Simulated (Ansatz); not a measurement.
# Barrier of one jump, H in TaN

Computed with DFT PBE, scalar-relativistic, plane waves, PAW (Ansatz). (420 eV cutoff, 5×5×4 k-mesh, shifted by half a step, Gaussian smearing of 0.10 eV, no spin polarisation)

Host crystal, relaxed:

```
Ta N
1.0
     5.22589    0.00000    0.00000
    -2.61295    4.52575    0.00000
     0.00000    0.00000    2.92265
Ta N
3 3
Direct
  0.33333 0.66667 0.50000
  0.66667 0.33333 0.50000
  0.00000 0.00000 0.00000
  0.39249 0.00000 0.00000
  0.60751 0.60751 0.00000
  0.00000 0.39249 0.00000
```

In a supercell of 12 host sites, interstitial H hops to an equivalent place, moving 2.11 Å between the relaxed ends. Climbing-image nudged elastic band at fixed cell with images 0 (start) to 6 (end), the path measured over all atoms, converged to 0.05 eV/Å; the order of the saddle wasn't checked, and the small cell leaves errors of about a tenth of an eV. Zero-point motion and tunnelling, which matter for H, are left out.

Supercell rows in host cell vectors: 0 -1 0; -1 0 0; 0 0 -2. H was set at (0.000, 0.750, 0.500) of the host cell.

At the relaxed start H has 2 Ta at 1.94 Å, 2 Ta at 2.10 Å, 4 N at 2.32 Å, 2 N at 2.44 Å.

A cell with an odd number of electrons and no spin polarisation is a metal by construction and may be lower with spin. Spin-orbit coupling is left out, which matters for the bands and energies of heavy elements.

(1) What barrier does the band give, and what surrounds the atom at the top?

Answers

(1) 0.87 eV at image 3, where H has 2 Ta at 1.73 Å, 2 N at 1.96 Å.

Cost: 1 run of about 21 core-minutes, on AMD EPYC 7R43 (Zen 3) (shared hosts).